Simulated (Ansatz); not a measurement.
# SnO: what symmetry allows forces and stress to be

```yaml
crystal:
  lattice:
    - [3.35500, 0.00000, 0.00000]
    - [0.00000, 5.67410, 0.00000]
    - [0.00000, 0.00000, 4.22197]
  atoms:
    - { symbol: Sn, position: [0.00000, 0.23191, 0.51314] }
    - { symbol: Sn, position: [0.50000, 0.76809, 0.01314] }
    - { symbol: O, position: [0.00000, 0.89125, 0.79015] }
    - { symbol: O, position: [0.50000, 0.10875, 0.23686] }
```

Computed with Ansatz, DFT PBE, scalar-relativistic, plane waves, PAW.

Plane waves to 420 eV, a k mesh through Γ of 8×6×6 on the computed 4-atom cell and Gaussian smearing (0.02 eV); no spin polarisation.

This distorted cell has space group Pm, with 2 operations.

Task: Without a calculation: in which directions can each atom feel a force?

Result: A force must be left unchanged by every operation that keeps its atom in place, so it lies in the space that those operations leave fixed. Atoms that the group maps onto each other feel forces of one size.
```csv
atom,site symmetry,operations at the site,equivalent to atom,allowed force (Cartesian)
Sn1,m,2,1,"in the plane normal to (1.00, 0.00, 0.00)"
Sn2,m,2,2,"in the plane normal to (1.00, 0.00, 0.00)"
O3,m,2,3,"in the plane normal to (1.00, 0.00, 0.00)"
O4,m,2,4,"in the plane normal to (1.00, 0.00, 0.00)"
```

That leaves 8 independent force components of 12, tied by 2 conditions that the forces sum to zero, so 6 remain. A relaxation in this cell that keeps the symmetry moves the atoms in these directions alone.

Task: And the stress tensor?

Result: It must be invariant under the point group, which leaves 4 independent components: xz, xy vanish.

Task: Do the computed values obey this?

Result: Yes. Forces (eV/Å):
```
Sn1  0.000 -0.139  0.110
Sn2  0.000 -0.819  1.142
O3   0.000  1.056 -1.696
O4   0.000 -0.098  0.444
```

Stress (GPa, compression positive, xx yy zz yz xz xy): 4.96 1.44 2.46 -0.01 0.00 0.00. The program imposes the same operations on density, forces and stress, so this confirms the analysis and is no independent test of the calculation.

The cell holds layers, and where no dispersion correction was added their binding is poorly described.

This form isn't the usual stable structure of the compound.